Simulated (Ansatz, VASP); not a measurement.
# One calculation of ZrC, two programs

INCAR

```
ALGO = Normal
EDIFF = 1E-7
ENCUT = 520
GGA = PE
ISIF = 2
ISMEAR = 0
LASPH = T
LCHARG = F
LREAL = F
LWAVE = F
NBANDS = 15
NELM = 80
PREC = Accurate
SIGMA = 0.1
```

KPOINTS

```
k-points
0
Gamma
  16 16 16
```

POSCAR

```
ZrC
1.0
    0.0000000000      2.3306141875      2.3306141875
    2.3306141875      0.0000000000      2.3306141875
    2.3306141875      2.3306141875      0.0000000000
Zr C
1 1
Direct
    0.5000000000      0.5000000000      0.5000000000
    0.0000000000      0.0000000000      0.0000000000
```

Input for Ansatz:

```yaml
crystal:
  lattice:
    - [0.0, 2.3306141876, 2.3306141876]
    - [2.3306141876, 0.0, 2.3306141876]
    - [2.3306141876, 2.3306141876, 0.0]
  atoms:
    - { symbol: Zr, position: [0.5, 0.5, 0.5] }
    - { symbol: C, position: [0.0, 0.0, 0.0] }
basis:
  ecutwfc: 420
kpoints:
  mp_grid: { grid: [16, 16, 16] }
hamiltonian:
  xc: pbe
scf:
  occupations: { method: gaussian, width: 0.1 }
output:
  forces: true
  stress: true
  eigenvalues: true
```

Alike in both runs: task single point; functional PBE; k mesh 16 × 16 × 16; occupations gaussian, width 0.1 eV; no spin polarisation.

|  | VASP | Ansatz |
| --- | --- | --- |
| version | VASP 6.6.1 | Ansatz 0.2.0 |
| potentials or method | VASP PAW PBE potentials, release 64 (Zr_sv, C) | scalar-relativistic, plane waves, PAW |
| plane-wave cutoff (eV) | 520 | 420 |
| valence electrons in the cell | 16 | 16 |

```tsv
	VASP	Ansatz	Ansatz less VASP
gap on the k mesh at the Fermi level (eV)	none	none	-
pressure (GPa)	7.4	7.2	-0.27
```

A gap of «none» marks a metal or a gap that the smearing closes.
